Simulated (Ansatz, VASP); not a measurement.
## One calculation of BaTiO3, two programs

Contents of INCAR:

```
SYSTEM = BaTiO3
PREC     = Accurate       ! precision mode
ENCUT    = 520            ! plane-wave cutoff, eV
EDIFF    = 1E-6           ! SCF threshold, eV
ISMEAR   = -1             ! smearing method
SIGMA    = 0.05           ! smearing width, eV
LREAL    = .False.        ! projectors in reciprocal space
LASPH    = .True.         ! aspherical terms in the spheres
NELM     = 60             ! most SCF steps
ALGO     = Normal         ! electronic algorithm
ISIF     = 2              ! what is computed and relaxed
LWAVE    = .False.        ! write WAVECAR
LCHARG   = .True.         ! write CHGCAR
GGA      = PS             ! functional
LELF     = .True.         ! ELF
LVHAR    = .True.       
NBANDS   = 28             ! bands
```

File KPOINTS:

```
regular mesh
0
Gamma
  7 7 7
  0 0 0
```

Contents of POSCAR:

```
BaTiO3
1.0
    4.0845689666      0.0000000000      0.0000000000
    0.0000000000      4.0845689666      0.0000000000
    0.0000000000      0.0000000000      4.0845689666
Ba Ti O
1 1 3
Direct
    0.5000000000      0.5000000000      0.5000000000
    0.0000000000      0.0000000000      0.0000000000
    0.0000000000      0.0000000000      0.5000000000
    0.0000000000      0.5000000000      0.0000000000
    0.5000000000      0.0000000000      0.0000000000
```

input.yaml

```yaml
crystal:
  lattice:
    - [4.0845689666, 0.0, 0.0]
    - [0.0, 4.0845689666, 0.0]
    - [0.0, 0.0, 4.0845689666]
  atoms:
    - { symbol: Ba, position: [0.5, 0.5, 0.5] }
    - { symbol: Ti, position: [0.0, 0.0, 0.0] }
    - { symbol: O, position: [0.0, 0.0, 0.5] }
    - { symbol: O, position: [0.0, 0.5, 0.0] }
    - { symbol: O, position: [0.5, 0.0, 0.0] }
hamiltonian:
  xc: pbesol
  pseudopotentials: { kind: paw }
kpoints:
  mp_grid: { grid: [7, 7, 7] }
scf:
  occupations: { method: fermi_dirac, width: 0.05 }
output:
  forces: true
  stress: true
  eigenvalues: true
  write_density: true
  write_potential: true
  elf: true
  volumetric_format: npy
```

Alike in both runs: task single point; functional PBEsol; k mesh 7 × 7 × 7; occupations fermi-dirac, width 0.05 eV; no spin polarisation.

|  | VASP | Ansatz |
| --- | --- | --- |
| version | VASP 6.6.1 | Ansatz 0.2.0 |
| potentials or method | VASP PAW PBE potentials, release 64 (Ba_sv, Ti_sv, O) | Ansatz PAW |
| plane-wave cutoff (eV) | 520 | 420 |
| valence electrons in the cell | 40 | 40 |

VASP gave:

```
gap on the k mesh at the Fermi level (eV) : 1.64
least direct gap on the mesh (eV)         : 1.78
pressure (GPa)                            : -11.2
```

Problem. Which values does Ansatz return?

Solution. gap on the k mesh at the Fermi level (eV): 1.70; least direct gap on the mesh (eV): 1.80; pressure (GPa): -12.7.

Caveats: spin-orbit coupling is left out, which moves the levels of the heavy elements; the PAW data sets were made with another functional, which shifts forces and pressure a little (VASP); an odd mesh through Γ misses points on the zone boundary, where band edges often lie (VASP); odd divisions of the mesh miss points on the zone boundary, where band edges often lie, so the gap on the mesh can be too wide (Ansatz); the pressure holds a Pulay correction of +0.6 GPa for the finite cutoff (Ansatz); the PAW data sets come from PBE, with cores solved anew for the run's functional, which leaves a small shift of forces and pressure (Ansatz). A hybrid or GW would open this gap; PBEsol tends to underestimate it.
